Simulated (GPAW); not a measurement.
Runs of GPAW 26.7.0 on TePb. It takes space group Fm-3m (No. 225, cubic). The conventional cell has a = 6.462 Å, b = 6.462 Å, c = 6.462 Å, α = 90.00°, β = 90.00°, γ = 90.00°. Around Pb (site symmetry m-3m) lie 6 Te at 3.23 Å. Te (site symmetry m-3m) is surrounded by 6 Pb at 3.23 Å. 

```csv
task,level,potentials or basis,spin,cell,k mesh,cutoff (eV),smearing,band path,band points,spin axis theta (degrees),spin axis phi (degrees),data set,mesh quality,pressure (GPa),relaxed volume (Å³/atom)
band structure,PBEsol,"PAW data sets generated in the run's folder for this functional, pw","SOC, no magnetisation",as given,5 × 5 × 5,600,fermi-dirac 0.05 eV,"GXWKGLUWLK,UX",80,0,0,-,not flagged,(b),-
relaxation of cell and atoms,PBEsol,"PAW data sets generated in the run's folder for this functional, pw",off,relaxed,7 × 7 × 7,600,fermi-dirac 0.05 eV,-,-,-,-,-,not flagged,0.0,(a)
relaxation of cell and atoms,PBEsol+D4,"PAW data sets generated in the run's folder for this functional, pw",off,relaxed,7 × 7 × 7,600,fermi-dirac 0.05 eV,-,-,-,-,-,not flagged,0.0,32.37
band structure,RPBE,"the program's PAW data sets (release 1.2.1) made for this functional, pw",off,as given,7 × 7 × 7,600,fermi-dirac 0.05 eV,"GXWKGLUWLK,UX",100,-,-,-,not flagged,3.4,-
band structure,r2SCAN,"GPAW PAW data sets (gpaw-data 1.2.1), pw","SOC, no magnetisation",as given,5 × 5 × 5,600,fermi-dirac 0.05 eV,"GXWKGLUWLK,UX",100,90,45,-,not flagged,1.3,-
relaxation of cell and atoms,PBE+D4,"GPAW PAW data sets (gpaw-data 1.2.1), pw",off,relaxed,7 × 7 × 7,600,fermi-dirac 0.05 eV,-,-,-,-,-,not flagged,-0.1,33.73
```

Q: Estimate the missing entries.

A: (a) 33.18; (b) -0.7.

Caveats: later steps reuse the first step's grids (some runs); spin-orbit coupling was added after a scalar SCF, so levels and gaps hold it while energy, forces, pressure and moments don't (some runs); the PAW data sets were made with another functional, which shifts forces and pressure a little (some runs).

Not every run made on this cell is shown here.
